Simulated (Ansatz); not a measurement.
**Equation of state of gallium, fcc**

Method: DFT, BLYP, plane waves (420 eV) with PAW, scalar-relativistic (Ansatz 0.2.0). (PAW data from PBE, frozen cores regenerated.)

The cell is scaled uniformly from the relaxed one, with fractional coordinates and shape fixed. Energies are extrapolated to zero smearing, pressures are those at the given smearing. Magnetic state: spin not included.

```csv
V (Å³/atom),E − E₀ (meV/atom),P (GPa)
19.019,37.1,5.34
19.884,15.0,3.13
20.748,3.3,1.40
21.613,0.0,0.02
22.477,3.3,-1.07
23.342,11.8,-1.94
24.206,24.6,-2.63
```

Q: Fit a third-order Birch-Murnaghan equation.

A: V₀ = 21.58 Å³/atom, B₀ = 31 GPa, B₀′ = 4.7.
